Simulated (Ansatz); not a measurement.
# BaF2 (Frankdicksonite): the cost of one run

All numbers are computed with the Python package of Ansatz 0.2.0. The levels of theory stand in the script.

**1. The system**

Symmetry: Fm-3m, No. 225, cubic system. The conventional cell has a = 6.200 Å, b = 6.200 Å, c = 6.200 Å, α = 90.00°, β = 90.00°, γ = 90.00°. Around Ba (site symmetry m-3m) lie 8 F at 2.68 Å. Around F (site symmetry -43m) lie 4 Ba at 2.68 Å.

The script holds or builds the structure itself.

**2. The code**

Contents of baf2.py:

```python
"""Levels of BaF2 without and with spin-orbit coupling."""

from dataclasses import dataclass
import warnings

import ansatz as az


@dataclass(frozen=True)
class RunConfig:
    xc: str = "lda"


cfg = RunConfig()

warnings.simplefilter("ignore", az.DeckWarning)

crystal = (
    az.Lattice.fcc(6.2001)
    .space_group(225)
    .atom("Ba", (0.0, 0.0, 0.0))
    .atom("F", (0.25, 0.75, 0.75))
    .primitive()
)

base = crystal.calculation().functional(cfg.xc).kpoints(8).occupations(az.OccupationsMethod.FIXED).band_table()
for label, variant in (("scalar-relativistic", base), ("spin-orbit", base.spin(soc=True))):
    rep = variant.run().report
    zero = rep["band_edges_ev"][0] if rep.get("band_edges_ev") else rep["fermi_energy_ev"]
    near = [round(e - zero, 3) for e in rep["eigenvalues_ev"][0] if abs(e - zero) < 4]
    print(label)
    print("  band edges (eV):", [round(e, 3) for e in rep.get("band_edges_ev") or []] or "none reported")
    print("  levels at k =", rep["kpoints_frac"][0], "within 4 eV of the zero:", near)
```

**3. What the engine is handed**

The package turns the script's settings into the engine's input (first run):

```yaml
crystal:
  lattice:
    bravais: fcc
    a: 6.2001
  space_group: 225
  atoms:
    - { symbol: Ba, position: [0.0, 0.0, 0.0] }
    - { symbol: F, position: [0.25, 0.75, 0.75] }
  reduce_to_primitive: true
kpoints:
  mp_grid:
    grid: [8, 8, 8]
hamiltonian:
  xc: lda
scf:
  occupations:
    method: fixed
output:
  eigenvalues: true
```

**4. Launch**

Command:

```
python baf2.py
```

**Question.** How long does this script take on 1 thread of Arm Neoverse V1, shared host, and how much memory does it need?

About 13 s, with a peak of 0.51 GiB.
